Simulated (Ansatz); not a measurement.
Method: DFT, RPBE, plane waves (420 eV) with PAW, scalar-relativistic in Ansatz 0.2.0. The PAW files were generated under PBE, with cores re-solved for the functional.

An element in the omega (AlB2-type) structure gives this curve. The cell is scaled uniformly from the relaxed one, with fractional coordinates and shape fixed. Energies are extrapolated to zero smearing, pressures are those at the given smearing. Magnetic state: spin not included.

| V (Å³/atom) | E − E₀ (meV/atom) | P (GPa) |
| --- | --- | --- |
| 25.278 | 79.3 | 7.77 |
| 26.427 | 34.8 | 4.71 |
| 27.576 | 9.7 | 2.29 |
| 28.725 | 0.3 | 0.35 |
| 29.874 | 3.3 | -1.20 |
| 31.023 | 16.4 | -2.44 |
| 32.171 | 37.5 | -3.44 |

Which element is it?
A. scandium
B. tin
C. lead
D. lutetium

B. Its fit is V₀ = 28.98 Å³/atom, B₀ = 42 GPa, B₀′ = 4.6.
